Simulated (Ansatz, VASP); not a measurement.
**Cu: VASP beside Ansatz**

```
Cu
1.0
     0.00000    1.83060    1.83060
     1.83060    0.00000    1.83060
     1.83060    1.83060    0.00000
Cu
1
Cartesian
  0.0000 0.0000 0.0000
```

Alike in both runs: functional revPBE; k mesh 16 × 16 × 16; occupations fermi-dirac, width 0.05 eV; collinear spin.

Ansatz relaxed the structure, and its values are those at the end. VASP's run is a single point on that final structure, the one shown.

```csv
,VASP,Ansatz
version,VASP 6.6.1,Ansatz 0.2.0
potentials or method,"VASP PAW PBE potentials, release 64 (Cu), cutoff 520 eV","all-electron LAPW, scalar-relativistic"
```

```csv
,VASP,Ansatz,Ansatz less VASP
pressure (GPa),0.6,0.0,-0.60
net moment per atom (μB),0.00,0.00,0.000
```

Ansatz ran all-electron here, so the differences hold the error of VASP's frozen core and of both bases. Ansatz warned: «seeded_moment_not_kept».

Caveats: the PAW data sets were made with another functional, which shifts forces and pressure a little (VASP).
